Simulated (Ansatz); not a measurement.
**Si started in the widest void in diamond Si, 65 atoms, charge −1**

All numbers come from Ansatz (PAW, plane waves, no spin–orbit coupling) at the single k point (¼, ¼, ¼) without its symmetry partners. The atoms were relaxed with PBEsol in a fixed cell; other functionals are single points on those atoms unless said otherwise. The valence top and gap of the host come from its small cell on a dense mesh, with the band extrema sought between the mesh points, lined up by the mean potential, PBEsol gap 0.46 eV, r²SCAN gap 0.76 eV. The charge correction uses an assumed dielectric constant of 11.7.

Cell: a = 10.866 Å, b = 10.866 Å, c = 10.866 Å, α = 90.00°, β = 90.00°, γ = 90.00°.

Nearest atoms after relaxation, from the placed atom (for vacancies from the middle of the vacant sites): Si at 2.38 Å, Si at 2.42 Å, Si at 2.43 Å, Si at 2.44 Å, Si at 2.48 Å, Si at 2.49 Å, Si at 2.85 Å, Si at 3.10 Å.

Chemical potentials μ are those of reference phases of the elements at zero temperature by the same functional (the usual solids, diamond for C, grey Sn, and the molecules H2, N2, O2, F2, Cl2, Br2 and S8).

| functional | E(defect) − E(host) − Σ nμ + q·E_VBM (eV) | monopole (eV) | alignment (eV) | formation energy at E_F = VBM (eV) | moment (μB) | wall time, shared host |
| --- | --- | --- | --- | --- | --- | --- |
| PBEsol | 3.99 | 0.16 | -0.15 | 4.00 | 1.0 | 20 s on NVIDIA GB300 (relaxation) |
| r²SCAN | 5.33 | 0.16 | -0.15 | 5.34 | 1.0 | 8.7 s on NVIDIA GB300 |

(1) How does the monopole term follow by hand for this cubic cell?

r²SCAN one-electron levels near the gap (the ten most localised at most), from the host's valence top, not corrected for the charge's images:

| level (eV) | spin | filling | atoms sharing it | element of the atom with most weight |
| --- | --- | --- | --- | --- |
| 0.51 | up | 1.00 | 25.4 | spread |
| 0.52 | down | 1.00 | 25.4 | spread |
| 0.95 | up | 1.00 | 63.8 | spread |

The charge sits partly or wholly in a band of the host, at the cell's one k point and not at the band edge, so the formation energy is too high and the charge correction doesn't apply as it stands.

One k point and a cell of this size can leave errors of several tenths of an eV in such numbers.

Answers

(1) q²·α·e²/(4πε₀)/(2εL) with the Madelung constant α = 2.837 and e²/4πε₀ = 14.40 eV·Å: 1 × 2.837 × 14.40 / (2 × 11.7 × 10.866) = 0.16 eV.
